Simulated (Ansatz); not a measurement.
Zr:

```
Zr
1.0
    -1.81000    1.81000    1.81000
     1.81000   -1.81000    1.81000
     1.81000    1.81000   -1.81000
Zr
1
Direct
  0.00000 0.00000 0.00000
```

This isn't the form of Zr at room conditions, which is hcp.

* Program: Ansatz 0.2.0
* Task: single point
* Functional: PBE
* Potentials or basis: Ansatz PAW
* Cutoff: 420 eV (not typed: the program's choice for these potentials)
* k mesh: 10 × 10 × 10
* Occupations: fermi-dirac, width 0.05 eV
* Spin: no spin polarisation

On this cell: pressure -3.4 GPa; band gap on the k mesh none (metal or under the smearing width).

The same run follows on a disturbed copy (cell strained at random at fixed volume):

```
CELL_PARAMETERS angstrom
-1.84427 1.86024 1.77457
1.87912 -1.87150 1.82068
1.75054 1.77777 -1.78583
ATOMIC_POSITIONS crystal
Zr 0.02239 0.99601 0.01201
```

Problem. What does the disturbed cell give?

Solution. The energy (extrapolated to zero smearing) moves by +5.7 meV/atom; pressure -3.3 GPa; band gap on the k mesh none (metal or under the smearing width).

Stress tensor (GPa, compression positive):
```
-3.28  1.40 -0.58
 1.40 -3.29  0.35
-0.58  0.35 -3.45
```
